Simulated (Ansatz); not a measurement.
# HfO2 under changes of volume

One of the cells (11.152 Å³/atom); the others are scaled copies at fixed shape and fractional positions:

```
Hf O
1.0
     0.00000    2.55750    2.55750
     2.55750    0.00000    2.55750
     2.55750    2.55750    0.00000
Hf O
1 2
Direct
  0.00000 0.00000 0.00000
  0.75000 0.75000 0.75000
  0.25000 0.25000 0.25000
```

Measurements of this composition are mostly on another form, of space group No. 14.

- Program: Ansatz 0.2.0
- Functional: PBEsol
- Dispersion: D3(BJ)
- Potentials or basis: Ansatz PAW
- Cutoff: 420 eV (not typed: the program's choice for these potentials)
- k mesh: 9 × 9 × 9
- Occupations: tetrahedron
- Spin: no spin polarisation
- Hubbard terms: Hf d U = 6.5 eV

```csv
volume (Å³/atom),energy over the lowest point (meV/atom),pressure (GPa),gap on the mesh (eV)
10.483,19.21,12.8,5.05
10.706,5.72,6.8,5.01
10.929,0.00,1.5,4.96
11.152,1.34,-3.4,4.92
11.375,9.05,-7.7,4.88
11.598,22.60,-11.6,4.74
11.821,?,?,?
```

What does the run at 11.821 Å³/atom give?

Energy over the lowest point 41.33 meV/atom; pressure -15.1 GPa; gap on the mesh 4.59 eV.

Worked out: A Birch-Murnaghan fit of order 3 (a polynomial in V^(-2/3)) to the other rows has its minimum at 11.00 Å³/atom with B0 = V·E''(V) = 242 GPa and B' = 3.8. It gives 41.42 meV/atom at 11.821 Å³/atom, against the run's 41.33, and -dE/dV = -15.3 GPa, against -15.1. A parabola through the other rows of the gap, of slope -5.73 eV per unit of ln V there, extrapolates to 4.66 eV, against the run's 4.59.

Energies are extrapolated to zero smearing.

Caveats: odd divisions of the mesh miss points on the zone boundary, where band edges often lie, so the gap on the mesh can be too wide; spin-orbit coupling is left out, which moves the levels of the heavy elements; the PAW data sets come from PBE, with cores solved anew for the run's functional, which leaves a small shift of forces and pressure; with tetrahedron occupations forces and stress needn't match the slope of the energy.

A mesh can miss the band edges.
